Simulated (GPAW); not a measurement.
Runs of GPAW 26.7.0 on Te. Symmetry: P3_121, No. 152, trigonal system. Conventional cell: a = 4.454 Å, b = 4.454 Å, c = 5.924 Å, α = 90.00°, β = 90.00°, γ = 120.00°. Around Te (site symmetry 2) lie 2 Te at 2.86 Å. 

```csv
task,level,potentials or basis,cell,k mesh,cutoff (eV),smearing,optimizer,fmax,max steps,convergence,eigensolver,gap on the mesh (eV),pressure (GPa),relaxed volume (Å³/atom),largest force (eV/Å)
relaxation of cell and atoms,PBEsol,"PAW data sets generated in the run's folder for this functional, pw",relaxed,7 × 7 × 5,600,fermi-dirac 0.05 eV,BFGS,0.01 eV/Å,60,density=1e-05 forces=0.0001,-,0.46,0.0,31.80,-
relaxation of cell and atoms,PBE,"GPAW PAW data sets (gpaw-data 1.2.1), pw",relaxed,7 × 7 × 5,600,fermi-dirac 0.05 eV,LBFGS,0.05 eV/Å,60,density=1e-05 forces=0.0001,-,0.60,0.1,34.49,0.02
relaxation of cell and atoms,BLYP+D3,"PAW data sets generated in the run's folder for this functional, pw",relaxed,5 × 5 × 3,600,fermi-dirac 0.05 eV,BFGS,0.02 eV/Å,100,-,davidson,0.98,0.0,36.56,-
single point,PBEsol,"PAW data sets generated in the run's folder for this functional, pw",as given,7 × 7 × 5,600,fermi-dirac 0.05 eV,-,-,-,-,-,0.59,-1.3,-,(c)
band structure,LDA,"the program's PAW data sets (release 1.2.1) made for this functional, other valence, pw",as given,5 × 5 × 3,600,fermi-dirac 0.05 eV,-,-,-,-,-,-,(b),-,0.02
band structure,PBE,"GPAW PAW data sets (gpaw-data 1.2.1), pw",as given,7 × 7 × 5,600,fermi-dirac 0.05 eV,-,-,-,-,-,-,1.1,-,0.11
relaxation of cell and atoms,revPBE+D3(BJ),"the program's PAW data sets (release 1.2.1) made for this functional, pw",relaxed,7 × 7 × 5,600,fermi-dirac 0.05 eV,BFGS,0.05 eV/Å,40,density=1e-05 forces=0.0001,-,0.41,-0.2,30.76,0.05
one-shot levels of the hybrid HSE06,LDA,"the program's PAW data sets (release 1.2.1) made for this functional, pw",as given,4 × 4 × 3,500,fermi-dirac 0.05 eV,-,-,-,-,-,0.74,-2.3,-,0.01
band structure,PBE,"PAW data sets generated in the run's folder for this functional, pw",as given,5 × 5 × 3,600,fermi-dirac 0.05 eV,-,-,-,-,-,-,1.1,-,0.12
band structure,RPBE,"the program's PAW data sets (release 1.2.1) made for this functional, pw",as given,7 × 7 × 5,600,fermi-dirac 0.05 eV,-,-,-,-,-,-,2.4,-,0.11
band structure,GLLB-SC,"the program's PAW data sets (release 1.2.1) made for this functional, pw",as given,5 × 5 × 3,600,fermi-dirac 0.05 eV,-,-,-,-,-,0.43,-,-,-
single point,RPBE,"the program's PAW data sets (release 1.2.1) made for this functional, pw",as given,7 × 7 × 5,600,gaussian 0.02 eV,-,-,-,-,-,(a),2.4,-,0.11
```

Alike in all rows: no spin polarisation.

**Question.** Estimate the missing entries.

**Answer.** (a) 0.66; (b) -4.4; (c) 0.07.

Caveats: spin-orbit coupling is left out, which moves the levels of the heavy elements (some runs); an odd mesh through Γ misses points on the zone boundary, where band edges often lie (some runs); later steps reuse the first step's grids (some runs); the cutoff is short for stress and forces, so pressures can be off by a GPa or more (some runs); energy and the plain gap are those of the semilocal run (some runs); the hybrids' values are one shot on its orbitals and mesh (some runs); the GLLB-SC gap is the Kohn-Sham gap of the path plus the derivative discontinuity (some runs).

A k mesh can miss the band edges, and the runs leave out spin-orbit coupling on Te.

Not every run made on this cell is shown here.
